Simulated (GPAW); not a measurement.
The system is Sm.

```
Sm
1.0
     3.64400    0.00000    0.00000
    -1.82200    3.15580    0.00000
     0.00000    0.00000    5.87600
Sm
2
Cartesian
  1.8220 1.0519 4.4070
  0.0000 2.1039 1.4690
```

This isn't the form of Sm at room conditions, which is rhombohedral.

- Program: GPAW 26.7.0
- Task: single point
- Functional: PBE
- Potentials or basis: GPAW PAW data sets (gpaw-data 1.2.1)
- Cutoff: 800 eV
- Basis: pw
- k mesh: 8 × 8 × 5
- Occupations: fermi-dirac, width 0.05 eV
- Spin: collinear spin, ferromagnetic start
- Starting moments: [5.0, 5.0] μB

On this cell: pressure 2.8 GPa; largest force under 0.003 eV/Å; net moment 12.86 μB per cell; site moments Sm +5.62 μB; band gap on the k mesh none (metal or under the smearing width).

The same run follows on a disturbed copy (atoms moved at random, drawn with an rms of 0.05 Å):

```
Sm
1.0
     3.64400    0.00000    0.00000
    -1.82200    3.15580    0.00000
     0.00000    0.00000    5.87600
Sm
2
Direct
  0.68368 0.34653 0.75448
  0.32108 0.65974 0.25568
```

Task: What changes?

Result: The energy (extrapolated to zero smearing) moves by +0.6 meV/atom; pressure 2.8 GPa; largest force 0.040 eV/Å; net moment 12.87 μB per cell; site moments Sm +5.62 μB; band gap on the k mesh none (metal or under the smearing width).

Forces in eV/Å, atoms in the order of the input:
```
Sm  -0.026 -0.025  0.017
Sm   0.026  0.025 -0.017
```

Stress tensor (GPa, compression positive):
```
2.90 0.17 0.00
0.17 2.59 0.00
0.00 0.00 2.90
```

Caveats: one-centre terms of the f shell are cut off; the magnetic or orbital state may not be the lowest; spin-orbit coupling is left out, which moves the levels of the heavy elements.
